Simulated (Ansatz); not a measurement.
Crystal: Si2Ni.

```
Ni Si
1.0
     0.00000    2.70300    2.70300
     2.70300    0.00000    2.70300
     2.70300    2.70300    0.00000
Ni Si
1 2
Direct
  0.00000 0.00000 0.00000
  0.75000 0.75000 0.75000
  0.25000 0.25000 0.25000
```

Base run:

- Program: Ansatz 0.2.0
- Functional: PBEsol
- Potentials or basis: all-electron LAPW, non-relativistic
- Cutoff: 269 eV (chosen from the basis error)
- Basis error allowed: 0.002 eV/atom
- k mesh: 9 × 9 × 9
- Occupations: fermi-dirac, width 0.05 eV
- Spin: collinear spin, ferromagnetic start
- Starting moments: [1.0, 0.0, 0.0] μB

Its results: pressure 0.7 GPa; net moment 0.00 μB per cell.

Q: The run is repeated on the same cell with these changes: potentials or basis from all-electron LAPW, non-relativistic to all-electron LAPW, inner shells corrected to Dirac's equation. What comes out?

A: Pressure -0.9 GPa; net moment 0.00 μB per cell.

Caveats: the starting moments weren't kept.
